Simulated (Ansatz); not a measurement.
Runs of Ansatz 0.2.0 on Si2W. Symmetry: I4/mmm, No. 139, tetragonal system. Conventional cell: a = 3.214 Å, b = 3.214 Å, c = 7.830 Å, α = 90.00°, β = 90.00°, γ = 90.00°. W (site symmetry 4/mmm) is surrounded by 10 Si at 2.62 Å. Around Si (site symmetry 4mm) lie 5 Si at 2.59 to 2.63 Å and 5 W at 2.62 Å. 

| task | level | potentials or basis | U | cell | k mesh | cutoff (eV) | atoms under strain | hubbard projectors | double counting | pressure (GPa) | relaxed volume (Å³/atom) |
| --- | --- | --- | --- | --- | --- | --- | --- | --- | --- | --- | --- |
| relaxation of cell and atoms | SVWN5 | Ansatz PAW | - | relaxed | 12 × 12 × 12 | 420 | - | - | - | 0.0 | 13.13 |
| relaxation of cell and atoms | BLYP | Ansatz PAW | - | relaxed | 12 × 12 × 12 | 420 | - | - | - | 0.0 | (a) |
| elastic constants | r2SCAN | Ansatz PAW | - | as given | 10 × 10 × 10 | 500 | relaxed | - | - | -1.1 | - |
| relaxation of cell and atoms | PBEsol+U | Ansatz PAW | W d U = 3.5 eV | relaxed | 12 × 12 × 12 | 420 | - | ortho-atomic (the default) | fll (the default) | 0.0 | 13.34 |

Alike in all rows: no spin polarisation; smearing fermi-dirac 0.05 eV.

Q: Estimate the missing entries.

A: (a) 14.29.

Caveats: the PAW data sets come from PBE, with cores solved anew for the run's functional, which leaves a small shift of forces and pressure; the plane-wave basis is chosen anew once the cell has moved, so the energies of steps on either side of that aren't comparable (some runs); elastic constants of metals need much finer meshes, so these are rough (some runs); the U is typed as a test and isn't derived for this compound (some runs).

Runs at the PBE level aren't shown here.
